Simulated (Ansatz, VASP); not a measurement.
# Sr: VASP beside Ansatz

Contents of INCAR:

```
SYSTEM = Sr
ALGO = Normal
EDIFF = 1E-6
ENCUT = 520
GGA = PE
ISIF = 2
ISMEAR = 0
LASPH = .True.
LCHARG = .False.
LREAL = .False.
LWAVE = .False.
NBANDS = 11
NELM = 80
PREC = Accurate
SIGMA = 0.05
```

The input KPOINTS:

```
k-points
0
Gamma
  6 6 6
  0 0 0
```

POSCAR

```
Sr
1.0
   -2.4095202874      2.4095202874      2.4095202874
    2.4095202874     -2.4095202874      2.4095202874
    2.4095202874      2.4095202874     -2.4095202874
Sr
1
Direct
    0.0000000000      0.0000000000      0.0000000000
```

Input for Ansatz:

```yaml
crystal:
  lattice:
    - [-2.4095202874, 2.4095202874, 2.4095202874]
    - [2.4095202874, -2.4095202874, 2.4095202874]
    - [2.4095202874, 2.4095202874, -2.4095202874]
  atoms:
    - { symbol: Sr, position: [0.0, 0.0, 0.0] }
basis:
  ecutwfc: 600
  ecutrho_ratio: 5
kpoints:
  mp_grid: { grid: [6, 6, 6] }
hamiltonian:
  xc: pbe
scf:
  occupations: { method: gaussian, width: 0.05 }
output:
  forces: true
  stress: true
  eigenvalues: true
```

Alike in both runs: task single point; functional PBE; k mesh 6 × 6 × 6; occupations gaussian, width 0.05 eV; no spin polarisation.

|  | VASP | Ansatz |
| --- | --- | --- |
| version | VASP 6.6.1 | Ansatz 0.2.0 |
| potentials or method | VASP PAW PBE potentials, release 64 (Sr_sv) | scalar-relativistic, plane waves, PAW |
| plane-wave cutoff (eV) | 520 | 600 |
| valence electrons in the cell | 10 | 10 |

```csv
,VASP,Ansatz,Ansatz less VASP
pressure (GPa),-0.6,-0.6,-0.01
```
